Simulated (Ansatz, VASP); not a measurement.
# LiCl: VASP beside Ansatz

Wanted: the spread between two codes on one cell, functional and k mesh. The cell is taken from a series of VASP runs on this material, whose earlier steps may have relaxed, scaled or displaced it; both programs get it as it stands.

Main program and level: Ansatz 0.2.0; plane waves, with VASP 6.6.1 beside it; single point at PBE, band structure at PBE and dielectric response at PBE.

## 1. Set-up

The structure is cubic, space group Fm-3m (No. 225). The conventional cell has a = 5.144 Å, b = 5.144 Å, c = 5.144 Å, α = 90.00°, β = 90.00°, γ = 90.00°. Nearest to Li lie 6 Cl at 2.57 Å. Nearest to Cl lie 6 Li at 2.57 Å. Farther neighbours and most contacts between anions are not listed.

## 2. VASP: single point, PBE

A single point gives forces, pressure and levels at one fixed geometry, so differences don't come from the geometry; what else differs is listed under the comparison.

Lines of VASP's logs that name or quote its potential files are left out, and so is its time.

The input, INCAR:

```
SYSTEM = LiCl
PREC = Accurate
ENCUT = 650
EDIFF = 1E-06
NELM = 100
ISMEAR = 0
SIGMA = 0.05
LREAL = .FALSE.
ALGO = Normal
GGA = PE
NBANDS = 11
LORBIT = 11
LWAVE = .FALSE.
LCHARG = .TRUE.
ISIF = 2
LELF = .TRUE.
LVHAR = .TRUE.
```

The input, POSCAR:

```
LiCl
1.0
    0.0000000000      2.5720326364      2.5720326364
    2.5720326364      0.0000000000      2.5720326364
    2.5720326364      2.5720326364      0.0000000000
Li Cl
1 1
Direct
    0.0000000000      0.0000000000      0.0000000000
    0.5000000000      0.5000000000      0.5000000000
```

The input, KPOINTS:

```
Automatic mesh
0
Gamma
8 8 8
0 0 0
```

PAW data sets: Li_sv and Cl (PBE family, release 64).

Run with:

```sh
mpirun -np 2 vasp_std
```

Numbers of over 12 decimals in the logs are rounded to 6 here.

The log of the run:

```text
[banner, memory and clock lines left out]
running    2 mpi-ranks, on    1 nodes
 distrk:  each k-point on    2 cores,    1 groups
 distr:  one band on    1 cores,    2 groups

 POSCAR found type information on POSCAR LiCl
 POSCAR found :  2 types and       2 ions
 LDA part: xc-table for (Slater+PW92), standard interpolation
|                                                                             |
|           W    W    AA    RRRRR   N    N  II  N    N   GGGG   !!!           |
|           W    W   A  A   R    R  NN   N  II  NN   N  G    G  !!!           |
|           W    W  A    A  R    R  N N  N  II  N N  N  G       !!!           |
|           W WW W  AAAAAA  RRRRR   N  N N  II  N  N N  G  GGG   !            |
|           WW  WW  A    A  R   R   N   NN  II  N   NN  G    G                |
|           W    W  A    A  R    R  N    N  II  N    N   GGGG   !!!           |
|                                                                             |
|     The number of bands has been changed from the values supplied in        |
|     The orbitals not found in the WAVECAR file will be initialized with     |
|     random numbers, which is usually adequate. For correlated               |
|     calculations, however, you should redo the groundstate calculation.     |
|     I found NBANDS = 11. Now, NBANDS = 12.                                  |
|                                                                             |

 POSCAR, INCAR and KPOINTS ok, starting setup
 FFT: planning ... GRIDC
 FFT: planning ... GRID_SOFT
 FFT: planning ... GRID
 WAVECAR not read
 entering main loop
       N       E                     dE             d eps       ncg     rms          rms(c)
DAV:   1     0.425617471485E+02    0.42562E+02   -0.46784E+03   696   0.898E+02
DAV:   2    -0.471810717900E+01   -0.47280E+02   -0.44993E+02   876   0.151E+02
DAV:   3    -0.738500802328E+01   -0.26669E+01   -0.26572E+01   928   0.371E+01
DAV:   4    -0.744925567822E+01   -0.64248E-01   -0.64231E-01   900   0.586E+00
DAV:   5    -0.745061308497E+01   -0.13574E-02   -0.13574E-02   948   0.751E-01    0.238E+00
DAV:   6    -0.737979530801E+01    0.70818E-01   -0.15431E-01   872   0.182E+00    0.169E+00
DAV:   7    -0.738105609791E+01   -0.12608E-02   -0.48966E-02  1052   0.118E+00    0.922E-01
DAV:   8    -0.738519818893E+01   -0.41421E-02   -0.66438E-03   812   0.578E-01    0.160E-01
DAV:   9    -0.738515858745E+01    0.39601E-04   -0.19041E-04   868   0.993E-02    0.570E-02
DAV:  10    -0.738522046365E+01   -0.61876E-04   -0.11912E-04   804   0.724E-02    0.505E-02
DAV:  11    -0.738522035782E+01    0.10583E-06   -0.13639E-05   876   0.225E-02    0.183E-03
DAV:  12    -0.738522073545E+01   -0.37763E-06   -0.52772E-07   760   0.531E-03
   1 F= -.73852207E+01 E0= -.73852207E+01  d E =-.648640E-22
```

From OUTCAR (step 2):

```text
ion  position               nearest neighbor table
   1  0.000  0.000  0.000-   2 2.57   2 2.57   2 2.57   2 2.57   2 2.57   2 2.57
   2  0.500  0.500  0.500-   1 2.57   1 2.57   1 2.57   1 2.57   1 2.57   1 2.57

  LATTYP: Found a face centered cubic cell.
 ALAT       =     5.1440652728

 Subroutine GETGRP returns: Found 48 space group operations
 (whereof 48 operations were pure point group operations)

The static configuration has the point symmetry O_h .

 Found     29 irreducible k-points:

   k-points           NKPTS =     29   k-points in BZ     NKDIM =     29   number of bands    NBANDS=     12

   dimension x,y,z NGX =    30 NGY =   30 NGZ =   30
   dimension x,y,z NGXF=    60 NGYF=   60 NGZF=   60

   ENCUT  =  650.0 eV  47.77 Ry    6.91 a.u.   7.56  7.56  7.56*2*pi/ulx,y,z

   NELECT =      10.0000    total number of electrons

 k-points in reciprocal lattice and weights: Automatic mesh
   0.00000000  0.00000000  0.00000000       0.002
   0.12500000  0.00000000  0.00000000       0.016
   0.25000000  0.00000000  0.00000000       0.016
   0.37500000  0.00000000  0.00000000       0.016
   0.50000000  0.00000000  0.00000000       0.008
   0.12500000  0.12500000  0.00000000       0.012
   0.25000000  0.12500000  0.00000000       0.047
   0.37500000  0.12500000  0.00000000       0.047
   0.50000000  0.12500000  0.00000000       0.047
[...]
-0.37500000  0.50000000  0.12500000       0.023
  -0.25000000  0.50000000  0.25000000       0.012

 average (electrostatic) potential at core
       1 -62.0977       2 -92.6599

 E-fermi :   0.8420

 k-point     1 :       0.0000    0.0000    0.0000
  band No.  band energies     occupation
      1     -43.0177      2.00000
      2     -12.8513      2.00000
      3       0.5155      2.00000
      4       0.5155      2.00000
      5       0.5155      2.00000
      6       6.8065      0.00000
      7      12.4472      0.00000
      8      12.4472      0.00000
      9      12.4472      0.00000
     10      14.9938      0.00000
    ...

 k-point     2 :       0.1250    0.0000    0.0000
  band No.  band energies     occupation
      1     -43.0174      2.00000
      2     -12.7772      2.00000
      3      -0.0040      2.00000
      4       0.4751      2.00000
      5       0.4751      2.00000
      6       7.2661      0.00000
      7      11.6588      0.00000
      8      12.3406      0.00000
      9      12.3406      0.00000
     10      13.5948      0.00000
    ...

 k-point     3 :       0.2500    0.0000    0.0000
  band No.  band energies     occupation
      1     -43.0166      2.00000
      2     -12.5884      2.00000
      3      -1.0447      2.00000
      4       0.3828      2.00000
      5       0.3828      2.00000
      6       7.7083      0.00000
      7      11.1980      0.00000
      8      11.1980      0.00000
      9      11.4620      0.00000
     10      14.4471      0.00000
    ...

  Total        0.0043253      0.0043253      0.0043253     -0.0000000      0.0000000     -0.0000000
  in kB        0.2036438      0.2036438      0.2036438     -0.0000000      0.0000000     -0.0000000
  external PRESSURE =       0.2036438 kB  Pullay stress =       0.0000000 kB

  energy-cutoff  :      650.00
  volume of cell :       34.03
      direct lattice vectors                 reciprocal lattice vectors
     0.000000000  2.572032636  2.572032636    -0.194398777  0.194398777  0.194398777
     2.572032636  0.000000000  2.572032636     0.194398777 -0.194398777  0.194398777
     2.572032636  2.572032636  0.000000000     0.194398777  0.194398777 -0.194398777

 POSITION                                       TOTAL-FORCE (eV/Angst)
 -----------------------------------------------------------------------------------
      0.00000      0.00000      0.00000        -0.000000     -0.000000      0.000000
      2.57203      2.57203      2.57203         0.000000      0.000000     -0.000000
 -----------------------------------------------------------------------------------
    total drift:                               -0.000000     -0.000000      0.000000

  FREE ENERGIE OF THE ION-ELECTRON SYSTEM (eV)
  ---------------------------------------------------
  free  energy   TOTEN  =        -7.3852207354 eV

  energy  without entropy=       -7.3852207354  energy(sigma->0) =       -7.38522074

 total charge
# of ion       s       p       d       tot
------------------------------------------
    1        2.006   0.033   0.000   2.039
    2        1.589   3.590   0.000   5.179
--------------------------------------------------
tot          3.595   3.623   0.000   7.219

[... 3 further parts left out ...]
```

The run ends at a pressure of 0.02 GPa.

## 3. Ansatz: single point, PBE

Ansatz runs on its default PAW (the set named soft_2) files.

The same cell, functional, mesh and smearing now go to Ansatz, which takes its cutoff from its data sets.

The input, input.yaml:

```yaml
crystal:
  lattice:
    - [0.0, 2.5720326364, 2.5720326364]
    - [2.5720326364, 0.0, 2.5720326364]
    - [2.5720326364, 2.5720326364, 0.0]
  atoms:
    - { symbol: Li, position: [0.0, 0.0, 0.0] }
    - { symbol: Cl, position: [0.5, 0.5, 0.5] }
hamiltonian:
  xc: pbe
  pseudopotentials: { kind: paw }
kpoints:
  mp_grid: { grid: [8, 8, 8] }
scf:
  occupations: { method: gaussian, width: 0.05 }
  n_extra_bands: 4
output:
  forces: true
  stress: true
  eigenvalues: true
  write_density: true
  write_potential: true
  elf: true
  volumetric_format: npy
```

Run with:

```sh
ansatz run input.yaml --threads 2 --pin off --max-ram 4608MiB --backend cpu --events-out ev --progress --plain --runs-dir out
```

The log of the run:

```text
scf.n_extra_bands = 4 over 5 filled bands (N_el = 10.0): the run solves 9 bands
Engine: ansatz 0.2.0, aarch64-unknown-linux-gnu
Pseudopotentials: kind: paw
Pseudopotential: Li, paw, valence charge 3, recommended cutoff 420 eV (normal), Li.paw.azcp
Pseudopotential: Cl, paw, valence charge 7, recommended cutoff 420 eV (normal), Cl.paw.azcp
Functional definition: PBE
  parameter kappa = 0.804
  parameter beta = 0.066725
  exchange = pbe_x(kappa = kappa, mu = beta*pi^2/3)
  correlation = pbe_c(beta = beta)
Crystal: 2 atoms, lattice volume = 34.030 Å³
Basis set: ecut = 420 eV, 645 PW (Γ), exchange–correlation on 50×50×50 points (8 copies of the dense FFT grid, shifted against one another)
Bands: 9, of which v1, the nominal top of the filled ones, is band 5 counted from 1 (4 counted from 0)
Symmetry: 48 space group operations
Space group: Fm-3m (ITA 225), of the structure as read, at distance tolerance 3.2e-5 Å
k-points: 29 of 512
Non-local potential: Li, projectors of the file, l = 0: 3, l = 1: 2, l = 2: 1
Non-local potential: Cl, projectors of the file, l = 0: 2, l = 1: 2, l = 2: 2
PAW form: soft (Blöchl's): semilocal exchange-correlation on the pseudo side does not see the compensation charge
PAW one-centre angular grid: Li, 110 points (default); XC on 64 Gauss nodes
PAW one-centre angular grid: Cl, 110 points (default); XC on 64 Gauss nodes
Initial density: superposition of atomic densities (neutral atoms: chi_scale 0, normalization atom), corrected by the library's trained network
Initial wavefunctions: pseudopotential atomic-orbital guess
Functional: x = pbe(κ = 0.804, μ = 0.219515), c = pbe(β = 0.066725)
SCF iter   1: F=—  HF=-1287.833965 eV  |F-HF|=—  |Δ(HF+E_count)|=         —  Δρ=2.17e-4  dr2=1.58e-5  ethr=1.77e-3  ⟨swp⟩=6.6  Hψ=1847  notcnv=0
preconditioner: auto → none  [insulator: Δε(μ)=6.284 eV  Ē_g=14.079 eV  σ=0.050 eV  W_gap=1.00  n_scr=8 (ndim 8)  ℏωp=18.0 eV  f_vac=0.000  D(μ)=0.00/eV (n_scr^D=0)  ε∞_Penn≈2.6]
SCF iter   2: F=—  HF=-1287.833866 eV  |F-HF|=—  |Δ(HF+E_count)|=   9.93e-5  Δρ=1.17e-4  dr2=4.66e-6  ethr=1.58e-7  ⟨swp⟩=2.7  Hψ=674  notcnv=0
SCF iter   3: F=—  HF=-1287.833851 eV  |F-HF|=—  |Δ(HF+E_count)|=   1.50e-5  Δρ=5.77e-5  dr2=1.37e-6  ethr=4.66e-8  ⟨swp⟩=2.0  Hψ=377  notcnv=0
iter 4 did not close the SCF: its close was put off for the readings that it lacked (scf_convergence_deferred on its scf_iter line)
SCF iter   4: F=-1287.833850 eV  HF=-1287.833850 eV  |F-HF|=6.51e-9  |Δ(HF+E_count)|=   4.95e-7  Δρ=1.38e-5  dr2=4.88e-8  ethr=1.37e-8  ⟨swp⟩=2.3  Hψ=349  notcnv=0
iter 5 did not close the SCF: its close was put off for the readings that it lacked (scf_convergence_deferred on its scf_iter line)
SCF iter   5: F=-1287.833850 eV  HF=-1287.833850 eV  |F-HF|=3.51e-10  |Δ(HF+E_count)|=   1.56e-8  Δρ=1.21e-6  dr2=5.82e-10  ethr=4.88e-10  ⟨swp⟩=2.1  Hψ=365  notcnv=0
SCF iter   6: F=-1287.833850 eV  HF=-1287.833850 eV  |F-HF|=9.09e-13  |Δ(HF+E_count)|=  1.23e-10  Δρ=1.42e-7  dr2=6.43e-12  ethr=5.82e-12  ⟨swp⟩=4.0  Hψ=1138  notcnv=0
SCF 1 converged in 6 iterations: F = -1287.833850 eV  dr2 = 6.43e-12
  greatest PAW one-centre occupation: 1.000 electrons in one spin orbital (limit 2), on the Li atom at site 0 (counted from 0), in its partial waves of l = 0
SCF converged after 6 iterations
Free energy (F): -1287.833850 eV
Harris-Foulkes:  -1287.833850 eV  (|F-HF|=9.09e-13)
Internal energy: -1287.833850 eV  (E = F + TS)
E sigma→0 (E₀):  -1287.833850 eV
Fermi energy:    4.772145 eV
--- Per-component energies (eV) ---
  E_band       = -103.861231
  E_kinetic    = 183.657565
  E_local      = -326.714624  (includes V_loc(G=0)·N_el)
  E_nonlocal   = -4.748598
  E_hartree    = 95.283319
  E_xc         = -118.634767
  E_vxc        = -136.879413  (∫ρ·V_xc dr)
  E_paw        = -680.422958  (= ΣΔE_a)
  E_vpaw       = -9.742853  (= ΣTr[D̂ρ^β])
  E_aug_tail   = 0.000081  (compensation charges beyond the density's cutoff)
  E_ewald      = -436.253869
  E_smearing   = -0.000000  (= −TS)
  E_closure    = -0.000000  (closes the sum)
  Σ components = -1287.833850   (vs F -1287.833850, Δ=0.00e0)
--- Forces (eV/Å), atoms counted from 1 ---
  atom   1  Li    -0.00000000     0.00000000    -0.00000000
  atom   2  Cl     0.00000000    -0.00000000     0.00000000
  max |Σ_I F_I| component: 1.24e-29 eV/Å
--- Stress (GPa, compression-positive) ---
        0.118519      -0.000000      -0.000000
       -0.000000       0.118519      -0.000000
       -0.000000       0.000000       0.118519
  P = ⅓ Tr σ = 0.1185 GPa (1.185 kbar)
--- Band table (eV; the first three rows and the last of 29) ---
  k-point 0: bands = ["-41.8877", "-11.7358", "1.6320", "1.6320", "1.6320", "7.9118", "13.4172", "13.4172", "13.4172"]
  k-point 1: bands = ["-41.8873", "-11.6616", "1.1117", "1.5916", "1.5916", "8.3735", "12.6793", "13.3364", "13.3364"]
  k-point 2: bands = ["-41.8864", "-11.4728", "0.0702", "1.4993", "1.4993", "8.8130", "12.2322", "12.2322", "12.5220"]
  k-point 28: bands = ["-41.8843", "-10.9476", "-0.4561", "-0.4561", "0.5859", "11.0827", "11.7116", "11.9914", "11.9914"]
```

Run time: 1.1 s. Hardware: 2 threads of Arm Neoverse N1, shared host; peak memory 0.27 GiB.

The run ends at a pressure of 0.12 GPa.

## 4. Comparison

Known differences besides the potentials themselves: the cutoff is 420 eV in Ansatz and 650 eV in VASP; VASP leaves aspherical gradient terms in its spheres out (LASPH is not set), Ansatz keeps them. Total energies have different zeros and are not compared.

The two programs side by side:

| quantity | Ansatz | VASP | difference |
| --- | --- | --- | --- |
| pressure (GPa) | 0.12 | 0.02 | +0.10 |
| gap on the k mesh (eV) | 6.280 | 6.291 | -0.011 |

A gap on the mesh is an upper bound, since the band edges may lie between its points.

## 5. Other set-ups

Further runs change the set-up of one program: Ansatz's method, potentials or start, or VASP's data sets, cutoff or form of LDA. The table gives Ansatz less VASP for each quantity, since a change that brings one quantity closer may part another.

```
                              run  pressure (GPa)  gap on the k mesh (eV)
                         as above           0.098                  -0.011
Ansatz's all-electron LAPW method            0.10                  -0.014
```

## 6. VASP: band structure, PBE

Levels along a path test the potential and the projectors away from the mesh points.

The input, INCAR:

```
SYSTEM = LiCl
PREC = Accurate
ENCUT = 650
EDIFF = 1E-06
NELM = 100
ISMEAR = 0
SIGMA = 0.05
LREAL = .FALSE.
ALGO = Normal
GGA = PE
NBANDS = 17
LORBIT = 11
LWAVE = .FALSE.
LCHARG = .FALSE.
KPAR = 2
```

POSCAR is that of step 2.

KPOINTS is that of step 2.

The input, KPOINTS_OPT:

```
Line mode
16
Line-mode
Reciprocal
  0.00000000   0.00000000   0.00000000 GAMMA
  0.50000000   0.00000000   0.50000000 X

  0.50000000   0.00000000   0.50000000 X
  0.50000000   0.25000000   0.75000000 W

  0.50000000   0.25000000   0.75000000 W
  0.37500000   0.37500000   0.75000000 K

  0.37500000   0.37500000   0.75000000 K
  0.00000000   0.00000000   0.00000000 GAMMA

  0.00000000   0.00000000   0.00000000 GAMMA
  0.50000000   0.50000000   0.50000000 L

  0.50000000   0.50000000   0.50000000 L
  0.62500000   0.25000000   0.62500000 U

  0.62500000   0.25000000   0.62500000 U
  0.50000000   0.25000000   0.75000000 W

  0.50000000   0.25000000   0.75000000 W
  0.50000000   0.50000000   0.50000000 L

  0.50000000   0.50000000   0.50000000 L
  0.37500000   0.37500000   0.75000000 K

  0.62500000   0.25000000   0.62500000 U
  0.50000000   0.00000000   0.50000000 X
```

Run with:

```sh
mpirun -np 2 vasp_std
```

The log of the run:

```text
[banner, memory and clock lines left out]
running    2 mpi-ranks, on    1 nodes
[...]
LDA part: xc-table for (Slater+PW92), standard interpolation
 POSCAR, INCAR and KPOINTS ok, starting setup
[...]
entering main loop
       N       E                     dE             d eps       ncg     rms          rms(c)
DAV:   1     0.424251580711E+02    0.42425E+02   -0.45291E+03   986   0.641E+02
DAV:   2    -0.493661910673E+01   -0.47362E+02   -0.44950E+02  1324   0.127E+02
DAV:   3    -0.740197276768E+01   -0.24654E+01   -0.24559E+01  1295   0.271E+01
DAV:   4    -0.744995585888E+01   -0.47983E-01   -0.47960E-01  1290   0.387E+00
[...]
DAV:  10    -0.738521977442E+01   -0.50430E-04   -0.94119E-05  1210   0.475E-02    0.521E-02
DAV:  11    -0.738522035968E+01   -0.58526E-06   -0.12612E-05  1339   0.174E-02    0.235E-03
DAV:  12    -0.738522053365E+01   -0.17397E-06   -0.50092E-07  1192   0.417E-03
   1 F= -.73852205E+01 E0= -.73852205E+01  d E =-.686374E-19
 Start KPOINTS_OPT (optional k-point list driver)
k-point batch [1-29\160]
       N       E                     dE             ncg
DAV:   1    -0.191800643610E+04   -0.11600E+05      986
DAV:   2    -0.326278001433E+04   -0.13448E+04     1311
DAV:   3    -0.333199916756E+04   -0.69219E+02     1380
DAV:   4    -0.333283739037E+04   -0.83822E+00     1384
DAV:   5    -0.333284560250E+04   -0.82121E-02     1404
DAV:   6    -0.333284570464E+04   -0.10214E-03     1393
DAV:   7    -0.333284570714E+04   -0.25019E-05     1350
DAV:   8    -0.333284570722E+04   -0.78230E-07     1128
[...]
k-point batch [146-160\160]
       N       E                     dE             ncg
DAV:   1     0.493991135560E+04   -0.77192E+04      510
DAV:   2     0.429228441542E+04   -0.64763E+03      695
DAV:   3     0.425975746169E+04   -0.32527E+02      684
DAV:   4     0.425934040694E+04   -0.41705E+00      771
DAV:   5     0.425933834057E+04   -0.20664E-02      694
DAV:   6     0.425933832429E+04   -0.16279E-04      771
DAV:   7     0.425933832422E+04   -0.73997E-07      592
```

From OUTCAR (step 6):

```text
  Total        0.0014847      0.0014847      0.0014847      0.0000000      0.0000000      0.0000000
  in kB        0.0699033      0.0699033      0.0699033      0.0000000      0.0000000      0.0000000
  external PRESSURE =       0.0699033 kB  Pullay stress =       0.0000000 kB

 POSITION                                       TOTAL-FORCE (eV/Angst)
 -----------------------------------------------------------------------------------
      0.00000      0.00000      0.00000         0.000000      0.000000     -0.000000
      2.57203      2.57203      2.57203        -0.000000     -0.000000      0.000000
 -----------------------------------------------------------------------------------
    total drift:                               -0.000000     -0.000000      0.000000

  FREE ENERGIE OF THE ION-ELECTRON SYSTEM (eV)
  ---------------------------------------------------
  free  energy   TOTEN  =        -7.3852205336 eV

  energy  without entropy=       -7.3852205336  energy(sigma->0) =       -7.38522053

[... 1 part as in an earlier step ...]

[... 2 further parts left out ...]
[key lines of the parts left out:]
E-fermi :   0.8145
```

The run ends at a pressure of 0.01 GPa.

[end of part 1 of 2]

[Lines on the potential files, build, host, timing and source positions are cut from VASP's logs without a mark.]

[Logs are printed without paths, hosts, clocks, repeated set-up lines and the standing remarks that a program may print on its own settings, such as how far it seeks lower states.]

[Hosts, paths, dates, database ids (printed as entryN), source tags and the programs' standing remarks are cut or masked in the printed files.]
